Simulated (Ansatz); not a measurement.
# Tungsten, fcc under PBEsol: structure, energy and stiffness, part 2 of 2

What does PBEsol give for tungsten in the fcc structure? We relax it, solve it on a dense k-mesh, then scale the cell to 7 volumes from 88 to 112 % of the relaxed one and try a fit of the equation of state. Spin polarisation is left out. The k-meshes are 14×14×14 for the relaxation; 22×22×22 for the dense run; 15×15×15 for the volumes.

Ansatz 0.2.0; DFT, PBEsol, plane waves (420 eV) with PAW, scalar-relativistic. Earlier steps stand in the parts before.

## (7) Equation of state: 100 %

This is W in the fcc structure; at room conditions it is bcc.

Input file input.yaml:

```yaml
crystal:
  lattice:
    - [0.0, 1.9996739974, 1.9996739974]
    - [1.9996739974, 0.0, 1.9996739974]
    - [1.9996739974, 1.9996739974, 0.0]
  atoms:
    - { symbol: W, position: [0.0, 0.0, 0.0] }
hamiltonian:
  xc: pbesol
  pseudopotentials:
    kind: paw
    azcp:
      W: "pseudopotentials/W.paw.azcp"
basis:
  ecutwfc: 420
  fft_grid_basis: typed
kpoints:
  mp_grid: { grid: [15, 15, 15], shift: [0, 0, 0] }
magnetization:
  spin_polarized: false
scf:
  occupations: { method: fermi_dirac, width: 0.1 }
  lower_state_search: "off"
output:
  stress: true
```

The log of the run (excerpt; [...] marks lines left out):

```text
Warning: <dir> the record states the generating functional pbe (its physics header spells it `PBE`), which answers neither for hamiltonian.xc's functional nor for the pbesol family's — results may be inconsistent (PPs are generated against a specific XC)
Warning: RAYON_NUM_THREADS=2 ignored (pool sized by the plan → 2); use --threads N
[...]
Pseudopotentials: kind: paw
Pseudopotential: W, paw, valence charge 14, recommended cutoff 420 eV (normal), <dir>
Functional definition: PBEsol
[...]
Crystal: 1 atoms, lattice volume = 15.992 Å³
Basis set: ecut = 420 eV, 331 PW (Γ)
Bands: 11, of which v1, the nominal top of the filled ones, is band 7 counted from 1 (6 counted from 0)
Symmetry: 48 space group operations
Space group: Fm-3m (ITA 225), of the structure as read, at distance tolerance 2.5e-5 Å
k-points: 120 of 3375
[...]
SCF iter   1: F=—  HF=-10256.093398 eV  |F-HF|=—  |Δ(HF+E_count)|=         —  Δρ=3.52e-3  dr2=1.30e-3  ethr=1.77e-3  ⟨swp⟩=5.1  Hψ=7066  notcnv=0
[...]
SCF iter   6: F=-10256.092856 eV  HF=-10256.092856 eV  |F-HF|=2.18e-11  |Δ(HF+E_count)|=  8.20e-10  Δρ=6.68e-7  dr2=4.10e-11  ethr=1.58e-11  ⟨swp⟩=1.8  Hψ=3948  notcnv=0
[...]
SCF converged after 6 iterations
Free energy (F): -10256.092856 eV
[...]
E sigma→0 (E₀):  -10256.074467 eV
Entropy (-TS):   -0.036777 eV (-36.777 meV/atom)
Fermi energy:    21.762806 eV
[...]
--- Stress (GPa, compression-positive) ---
       -0.322680       0.000000       0.000000
       -0.000000      -0.322680       0.000000
       -0.000000       0.000000      -0.322680
  P = ⅓ Tr σ = -0.3227 GPa (-3.227 kbar)
```

Run time: 0.82 s. Hardware: 2 threads of an Arm CPU, shared host; peak memory 0.27 GiB.

## (8) Equation of state: 104 %

Edit input.yaml of step 7 so:

```diff
@@ -2,5 +2,5 @@
   lattice:
-    - [0.0, 1.9996739974, 1.9996739974]
-    - [1.9996739974, 0.0, 1.9996739974]
-    - [1.9996739974, 1.9996739974, 0.0]
+    - [0.0, 2.0259885151, 2.0259885151]
+    - [2.0259885151, 0.0, 2.0259885151]
+    - [2.0259885151, 2.0259885151, 0.0]
   atoms:
```

The log of the run (excerpt; [...] marks lines left out):

```text
Warning: <dir> the record states the generating functional pbe (its physics header spells it `PBE`), which answers neither for hamiltonian.xc's functional nor for the pbesol family's — results may be inconsistent (PPs are generated against a specific XC)
Warning: RAYON_NUM_THREADS=2 ignored (pool sized by the plan → 2); use --threads N
[...]
[... 3 set-up lines as earlier in the session ...]
[...]
Crystal: 1 atoms, lattice volume = 16.632 Å³
Basis set: ecut = 420 eV, 331 PW (Γ)
Bands: 11, of which v1, the nominal top of the filled ones, is band 7 counted from 1 (6 counted from 0)
[... 1 set-up line as earlier in the session ...]
Space group: Fm-3m (ITA 225), of the structure as read, at distance tolerance 2.6e-5 Å
k-points: 120 of 3375
[...]
SCF iter   1: F=—  HF=-10256.069588 eV  |F-HF|=—  |Δ(HF+E_count)|=         —  Δρ=3.21e-3  dr2=9.75e-4  ethr=1.77e-3  ⟨swp⟩=5.0  Hψ=7096  notcnv=0
[...]
SCF iter   6: F=-10256.069221 eV  HF=-10256.069221 eV  |F-HF|=1.27e-11  |Δ(HF+E_count)|=  3.18e-10  Δρ=4.54e-7  dr2=1.32e-11  ethr=8.80e-12  ⟨swp⟩=1.7  Hψ=3959  notcnv=0
[...]
SCF converged after 6 iterations
Free energy (F): -10256.069221 eV
[...]
E sigma→0 (E₀):  -10256.049690 eV
Entropy (-TS):   -0.039062 eV (-39.062 meV/atom)
Fermi energy:    20.805043 eV
[...]
--- Stress (GPa, compression-positive) ---
      -11.155120       0.000000       0.000000
        0.000000     -11.155120      -0.000000
        0.000000       0.000000     -11.155120
  P = ⅓ Tr σ = -11.1551 GPa (-111.551 kbar)
```

Wall time 0.82 s (2 threads of an Arm CPU, shared host); peak memory 0.27 GiB.

## (9) Equation of state: 108 %

Edit input.yaml of step 8 so:

```diff
@@ -2,5 +2,5 @@
   lattice:
-    - [0.0, 2.0259885151, 2.0259885151]
-    - [2.0259885151, 0.0, 2.0259885151]
-    - [2.0259885151, 2.0259885151, 0.0]
+    - [0.0, 2.0516366621, 2.0516366621]
+    - [2.0516366621, 0.0, 2.0516366621]
+    - [2.0516366621, 2.0516366621, 0.0]
   atoms:
```

The log of the run (excerpt; [...] marks lines left out):

```text
Warning: <dir> the record states the generating functional pbe (its physics header spells it `PBE`), which answers neither for hamiltonian.xc's functional nor for the pbesol family's — results may be inconsistent (PPs are generated against a specific XC)
Warning: RAYON_NUM_THREADS=2 ignored (pool sized by the plan → 2); use --threads N
[...]
[... 3 set-up lines as earlier in the session ...]
[...]
Crystal: 1 atoms, lattice volume = 17.272 Å³
Basis set: ecut = 420 eV, 331 PW (Γ)
Bands: 11, of which v1, the nominal top of the filled ones, is band 7 counted from 1 (6 counted from 0)
[... 2 set-up lines as earlier in the session ...]
k-points: 120 of 3375
[...]
SCF iter   1: F=—  HF=-10256.006655 eV  |F-HF|=—  |Δ(HF+E_count)|=         —  Δρ=3.07e-3  dr2=8.13e-4  ethr=1.77e-3  ⟨swp⟩=5.1  Hψ=7064  notcnv=0
[...]
SCF iter   6: F=-10256.006412 eV  HF=-10256.006412 eV  |F-HF|=1.64e-11  |Δ(HF+E_count)|=  1.02e-10  Δρ=4.55e-7  dr2=2.11e-11  ethr=1.53e-12  ⟨swp⟩=1.0  Hψ=3984  notcnv=0
[...]
SCF converged after 6 iterations
Free energy (F): -10256.006412 eV
[...]
E sigma→0 (E₀):  -10255.985825 eV
Entropy (-TS):   -0.041173 eV (-41.173 meV/atom)
Fermi energy:    19.914662 eV
[...]
--- Stress (GPa, compression-positive) ---
      -20.007841       0.000000      -0.000000
        0.000000     -20.007841      -0.000000
        0.000000      -0.000000     -20.007841
  P = ⅓ Tr σ = -20.0078 GPa (-200.078 kbar)
```

Run time: 0.81 s. Hardware: 2 threads of an Arm CPU, shared host; peak memory 0.27 GiB.

## (10) Equation of state: 112 %

Edit input.yaml of step 9 so:

```diff
@@ -2,5 +2,5 @@
   lattice:
-    - [0.0, 2.0516366621, 2.0516366621]
-    - [2.0516366621, 0.0, 2.0516366621]
-    - [2.0516366621, 2.0516366621, 0.0]
+    - [0.0, 2.0766590875, 2.0766590875]
+    - [2.0766590875, 0.0, 2.0766590875]
+    - [2.0766590875, 2.0766590875, 0.0]
   atoms:
```

The log of the run (excerpt; [...] marks lines left out):

```text
Warning: <dir> the record states the generating functional pbe (its physics header spells it `PBE`), which answers neither for hamiltonian.xc's functional nor for the pbesol family's — results may be inconsistent (PPs are generated against a specific XC)
Warning: RAYON_NUM_THREADS=2 ignored (pool sized by the plan → 2); use --threads N
[...]
[... 3 set-up lines as earlier in the session ...]
[...]
Crystal: 1 atoms, lattice volume = 17.911 Å³
Basis set: ecut = 420 eV, 339 PW (Γ)
Bands: 11, of which v1, the nominal top of the filled ones, is band 7 counted from 1 (6 counted from 0)
[... 2 set-up lines as earlier in the session ...]
k-points: 120 of 3375
[...]
SCF iter   1: F=—  HF=-10255.911882 eV  |F-HF|=—  |Δ(HF+E_count)|=         —  Δρ=3.09e-3  dr2=8.15e-4  ethr=1.77e-3  ⟨swp⟩=5.1  Hψ=7068  notcnv=0
[...]
SCF iter   6: F=-10255.911651 eV  HF=-10255.911651 eV  |F-HF|=2.36e-11  |Δ(HF+E_count)|=  3.44e-10  Δρ=5.57e-7  dr2=4.11e-11  ethr=6.87e-12  ⟨swp⟩=1.6  Hψ=3923  notcnv=0
[...]
SCF converged after 6 iterations
Free energy (F): -10255.911651 eV
[...]
E sigma→0 (E₀):  -10255.890045 eV
Entropy (-TS):   -0.043212 eV (-43.212 meV/atom)
Fermi energy:    19.084326 eV
[...]
--- Stress (GPa, compression-positive) ---
      -27.212304       0.000000       0.000000
        0.000000     -27.212304      -0.000000
        0.000000      -0.000000     -27.212304
  P = ⅓ Tr σ = -27.2123 GPa (-272.123 kbar)
```

Wall time 0.92 s (2 threads of an Arm CPU, shared host); peak memory 0.27 GiB.

## (11) Fitting the volumes

The cell was scaled evenly, with its shape and the fractional positions fixed.

| V (Å³/atom) | E − E₀ (meV/atom) | P from the stress (GPa) | P from the fit (GPa) |
| --- | --- | --- | --- |
| 14.073 | 258.1 | 49.15 | 48.84 |
| 14.713 | 104.3 | 29.13 | 28.81 |
| 15.352 | 23.0 | 12.91 | 12.57 |
| 15.992 | 0.1 | -0.32 | -0.65 |
| 16.632 | 24.9 | -11.16 | -11.44 |
| 17.272 | 88.8 | -20.01 | -20.25 |
| 17.911 | 184.5 | -27.21 | -27.45 |

Fit (Birch-Murnaghan, third order): V₀ = 15.957 Å³/atom, B₀ = 301 GPa, B₀′ = 4.1, largest residual 0.11 meV/atom.

Fit and stress differ a little: one follows E(σ → 0), the other the smeared free energy.

## (12) What came out

What follows sums up all 2 parts.

```
                      quantity                         value
space group (spins left aside)               Fm-3m (No. 225)
             conventional cell                   a = 3.999 Å
                        volume                15.992 Å³/atom
             shortest distance                       2.828 Å
               gap on the mesh  none (levels filled in part)
               relative to bcc                 +496 meV/atom
                   V₀, B₀, B₀′  15.957 Å³/atom, 301 GPa, 4.1
```

In words: From the guessed start the volume grew by 0.9 % in 5 steps. It lies 496 meV/atom above the element's reference form at the same level (bcc, from a run of its own), so it is far from stable. Levels at the Fermi energy are filled in part, as in a metal. The fitted modulus is 301 GPa, among the stiffest elements. The symmetry was held, so the structure may be unstable against distortions that break it.
